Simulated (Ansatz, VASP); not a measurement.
# GaN: VASP beside Ansatz

File INCAR:

```
PREC = Accurate ; ENCUT = 520
EDIFF = 1E-6 ; ISMEAR = -1
SIGMA = 0.05 ; LREAL = F
LASPH = T ; NELM = 80
ALGO = Normal ; ISIF = 2
LWAVE = F ; LCHARG = T
GGA = PE ; LELF = T
LVHAR = T ; NBANDS = 26
```

Contents of KPOINTS:

```
Automatic mesh
0
Gamma
  10 10 5
```

POSCAR

```
GaN
1.0
    3.2423687753      0.0000000000      0.0000000000
   -1.6211843877      2.8079737278      0.0000000000
    0.0000000000      0.0000000000      5.2673198406
Ga N
2 2
Direct
    0.6666666667      0.3333333333      0.5000000000
    0.3333333333      0.6666666667      0.0000000000
    0.6666666667      0.3333333333      0.8750000000
    0.3333333333      0.6666666667      0.3750000000
```

Contents of input.yaml:

```yaml
crystal:
  lattice:
    - [3.2423687753, 0.0, 0.0]
    - [-1.6211843877, 2.8079737278, 0.0]
    - [0.0, 0.0, 5.2673198406]
  atoms:
    - { symbol: Ga, position: [0.6666666667, 0.3333333333, 0.5] }
    - { symbol: Ga, position: [0.3333333333, 0.6666666667, 0.0] }
    - { symbol: "N", position: [0.6666666667, 0.3333333333, 0.875] }
    - { symbol: "N", position: [0.3333333333, 0.6666666667, 0.375] }
kpoints:
  mp_grid: { grid: [10, 10, 5] }
scf:
  occupations: { method: fermi_dirac, width: 0.05 }
hamiltonian:
  xc: pbe
  pseudopotentials: { kind: all_electron, lapw: { basis_error: 0.001 } }
output:
  forces: true
  stress: true
  eigenvalues: true
```

Change from the starting cell: volume scaled by 1.06.

Alike in both runs: task single point; functional PBE; k mesh 10 × 10 × 5; occupations fermi-dirac, width 0.05 eV; no spin polarisation.

|  | VASP | Ansatz |
| --- | --- | --- |
| version | VASP 6.6.1 | Ansatz 0.2.0 |
| potentials or method | VASP PAW PBE potentials, release 64 (Ga_d, N) | all-electron LAPW, scalar-relativistic |
| plane-wave cutoff (eV) | 520 | see its input |

```tsv
	VASP	Ansatz	Ansatz less VASP
gap on the k mesh at the Fermi level (eV)	1.58	1.59	+0.011
least direct gap on the mesh (eV)	1.58	1.59	+0.011
pressure (GPa)	-3.0	-3.3	-0.26
largest component of the traceless stress (GPa)	1.13	1.12	-0.012
rms of the force components (eV/Å)	0.069	0.070	+0.0006
```

Atom by atom the forces differ by 0.001 eV/Å (rms over components). Ansatz ran all-electron here, so the differences hold the error of VASP's frozen core and of both bases.
